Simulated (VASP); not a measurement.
# C in VASP 6.6.1, single-point calculation

INCAR

```
SIGMA = 0.02
NBANDS = 8
LASPH = .TRUE.
IBRION = -1
NELM = 100
PREC = Accurate
ENCUT = 520
LCHARG = .FALSE.
LWAVE = .FALSE.
LREAL = .FALSE.
NSW = 0
ISMEAR = -1
GGA = PE
EDIFF = 1E-7
ISIF = 2
```

KPOINTS

```
KPOINTS created by Atomic Simulation Environment
0
Gamma
12 12 12
0 0 0
```

POSCAR

```
C
 1.0000000000000000
     0.0000000000000000    1.7979253840000000    1.7763848549000001
     1.7979253840000000    0.0000000000000000    1.7763848549000001
     1.7979253840000000    1.7979253840000000    0.0000000000000000
 C
   2
Cartesian
  0.0000000000000000  0.0000000000000000  0.0000000000000000
  0.8989626919999999  0.8989626919999999  0.8881924274500000
```

The recommended PBE PAW datasets give the neutral cell 8 valence electrons.

Command

```
mpirun -np 1 vasp_std
```

OSZICAR

```
N       E                     dE             d eps       ncg     rms          rms(c)
DAV:   1     0.518423062574E+00    0.51842E+00   -0.50443E+03  2664   0.997E+02
DAV:   2    -0.186743485439E+02   -0.19193E+02   -0.18090E+02  4192   0.112E+02
DAV:   3    -0.187968646647E+02   -0.12252E+00   -0.12252E+00  2760   0.119E+01
DAV:   4    -0.187970379616E+02   -0.17330E-03   -0.17330E-03  3776   0.482E-01
DAV:   5    -0.187970380252E+02   -0.63608E-07   -0.63608E-07  2720   0.621E-03    0.547E+00
DAV:   6    -0.183359695090E+02    0.46107E+00   -0.35368E-01  2712   0.474E+00    0.328E+00
DAV:   7    -0.181807917509E+02    0.15518E+00   -0.39165E-01  3088   0.509E+00    0.745E-01
DAV:   8    -0.181820513407E+02   -0.12596E-02   -0.18091E-03  2736   0.490E-01    0.461E-02
DAV:   9    -0.181820696990E+02   -0.18358E-04   -0.13082E-04  3816   0.101E-01    0.271E-02
DAV:  10    -0.181820826063E+02   -0.12907E-04   -0.14061E-05  2640   0.437E-02    0.592E-03
DAV:  11    -0.181820824658E+02    0.14051E-06   -0.39361E-08  3704   0.216E-03    0.137E-03
DAV:  12    -0.181820824623E+02    0.34813E-08   -0.11051E-08  1304   0.133E-03
   1 F= -.18182082E+02 E0= -.18182082E+02  d E =-.151609E-10
```

Standard output (part)

```
POSCAR found type information on POSCAR C
 POSCAR found :  1 types and       2 ions
 LDA part: xc-table for (Slater+PW92), standard interpolation
 POSCAR, INCAR and KPOINTS ok, starting setup
 WAVECAR not read
 entering main loop
```

From OUTCAR

```
k-points           NKPTS =    163   k-points in BZ     NKDIM =    163   number of bands    NBANDS=      8

   NELECT =       8.0000    total number of electrons

   dimension x,y,z NGX =    20 NGY =   20 NGZ =   20
   dimension x,y,z NGXF=    40 NGYF=   40 NGZF=   40

  energy-cutoff  :      520.00
  volume of cell :       11.48
      direct lattice vectors                 reciprocal lattice vectors
     0.000000000  1.797925384  1.776384855    -0.278098304  0.278098304  0.281470538
     1.797925384  0.000000000  1.776384855     0.278098304 -0.278098304  0.281470538
     1.797925384  1.797925384  0.000000000     0.278098304  0.278098304 -0.281470538

 k-points in reciprocal lattice and weights: KPOINTS created by Atomic Simulation Env
   0.00000000  0.00000000  0.00000000       0.001
   0.08333333 -0.00000000  0.00000000       0.005
   0.16666667  0.00000000  0.00000000       0.005
   0.25000000  0.00000000  0.00000000       0.005
   0.33333333  0.00000000  0.00000000       0.005
   0.41666667 -0.00000000  0.00000000       0.005
   0.50000000  0.00000000  0.00000000       0.002
   0.08333333  0.08333333  0.00000000       0.001
   ...

 E-fermi :  10.0139

 k-point     1 :       0.0000    0.0000    0.0000
  band No.  band energies     occupation
      1     -11.7596      2.00000
      2       9.4933      2.00000
      3       9.4933      2.00000
      4       9.6712      2.00000
      5      15.0110      0.00000
      6      15.1595      0.00000
      7      15.1595      0.00000
      8      22.6006      0.00000

 k-point     2 :       0.0833   -0.0000    0.0000
  band No.  band energies     occupation
      1     -11.5688      2.00000
      2       8.3335      2.00000
      3       9.1724      2.00000
      4       9.3020      2.00000
      5      15.4592      0.00000
      6      15.5729      0.00000
      7      15.8312      0.00000
      8      22.7751      0.00000

 k-point     3 :       0.1667    0.0000    0.0000
  band No.  band energies     occupation
      1     -10.9990      2.00000
      2       5.8302      2.00000
      3       8.4717      2.00000
      4       8.6148      2.00000
      5      16.3712      0.00000
      6      16.4685      0.00000
      7      16.8957      0.00000
      8      23.2784      0.00000

 k-point     4 :       0.2500    0.0000    0.0000
  band No.  band energies     occupation
      1     -10.0587      2.00000
      2       3.0201      2.00000
      3       7.7450      2.00000
      4       7.9117      2.00000
      5      17.2085      0.00000
      6      17.2933      0.00000
      7      17.6477      0.00000
      8      23.9872      0.00000

 k-point     5 :       0.3333    0.0000    0.0000
  band No.  band energies     occupation
      1      -8.7700      2.00000
      2       0.2661      2.00000
      3       7.1659      2.00000
      4       7.3554      2.00000
      5      17.6743      0.00000
      6      17.7508      0.00000
      7      18.0955      0.00000
      8      24.6476      0.00000

 k-point     6 :       0.4167   -0.0000    0.0000
  band No.  band energies     occupation
      1      -7.2105      2.00000
      2      -2.2138      2.00000
      3       6.8023      2.00000
      4       7.0077      2.00000
      5      17.8428      0.00000
      6      17.8924      0.00000
      7      18.3077      0.00000
      8      25.0320      0.00000

 ...

  Total       -0.4678977     -0.4678977      0.3152726      0.0000000      0.0000000     -0.0000000
  in kB      -65.2756389    -65.2756389     43.9831638      0.0000000      0.0000000     -0.0000000
  external PRESSURE =     -28.8560380 kB  Pullay stress =       0.0000000 kB

 POSITION                                       TOTAL-FORCE (eV/Angst)
 -----------------------------------------------------------------------------------
      0.00000      0.00000      0.00000         0.000000     -0.000000     -0.000000
      0.89896      0.89896      0.88819        -0.000000      0.000000      0.000000
 -----------------------------------------------------------------------------------
    total drift:                                0.000000      0.000000      0.000000

  FREE ENERGIE OF THE ION-ELECTRON SYSTEM (eV)
  ---------------------------------------------------
  free  energy   TOTEN  =       -18.1820824623 eV

  energy  without entropy=      -18.1820824623  energy(sigma->0) =      -18.18208246
```

It converged. Results: gap between bands v and c on the k mesh 3.82 eV; least direct gap on the k mesh 5.34 eV; pressure -2.9 GPa. Band v is the last that the valence electrons fill when counted band by band, and c is the next.

For comparison, a separate PBE run of the intended cell, on usual settings and not on those above, gives a gap of 3.82 eV on its mesh and a pressure of -2.9 GPa.

The run above took about 12 s on one core of a shared host (Intel Xeon Platinum 8488C) and held 0.12 GiB at most.
